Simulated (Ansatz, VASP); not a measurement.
KBr: VASP beside Ansatz

The input INCAR:

```
SYSTEM = KBr
ALGO = Normal ; EDIFF = 1E-6
ENCUT = 520 ; GGA = PE
ISIF = 2 ; ISMEAR = -1
LASPH = .TRUE. ; LCHARG = .FALSE.
LREAL = .FALSE. ; LWAVE = .FALSE.
NBANDS = 15 ; NELM = 100
PREC = Accurate ; SIGMA = 0.01
```

KPOINTS

```
k-points
0
G
  7 7 7
  0 0 0
```

Contents of POSCAR:

```
KBr
1.0
    0.0000000000      3.3197119778      3.3197119778
    3.3197119778      0.0000000000      3.3197119778
    3.3197119778      3.3197119778      0.0000000000
K Br
1 1
Direct
    0.0000000000      0.0000000000      0.0000000000
    0.5000000000      0.5000000000      0.5000000000
```

Input for Ansatz:

```yaml
crystal:
  lattice:
    - [0.0, 3.3197119778, 3.3197119778]
    - [3.3197119778, 0.0, 3.3197119778]
    - [3.3197119778, 3.3197119778, 0.0]
  atoms:
    - { symbol: K, position: [0.0, 0.0, 0.0] }
    - { symbol: Br, position: [0.5, 0.5, 0.5] }
kpoints:
  mp_grid: { grid: [7, 7, 7] }
scf:
  occupations: { method: fermi_dirac, width: 0.01 }
hamiltonian:
  xc: pbe
  pseudopotentials: { kind: all_electron, lapw: { basis_error: 0.00025 } }
output:
  forces: true
  stress: true
  eigenvalues: true
```

Change from the starting cell: volume scaled by 1.025.

Alike in both runs: task single point; functional PBE; k mesh 7 × 7 × 7; occupations fermi-dirac, width 0.01 eV; no spin polarisation.

|  | VASP | Ansatz |
| --- | --- | --- |
| version | VASP 6.6.1 | Ansatz 0.2.0 |
| potentials or method | VASP PAW PBE potentials, release 64 (K_sv, Br) | all-electron LAPW, scalar-relativistic |
| plane-wave cutoff (eV) | 520 | see its input |

VASP gave:

| Property | Result |
| --- | --- |
| gap on the k mesh at the Fermi level (eV) | 4.39 |
| pressure (GPa) | 0.5 |

Q: Which values does Ansatz return?

A: gap on the k mesh at the Fermi level (eV): 4.39; pressure (GPa): 0.4.

Ansatz ran all-electron here, so the differences hold the error of VASP's frozen core and of both bases.

Caveats: an odd mesh through Γ misses points on the zone boundary, where band edges often lie.
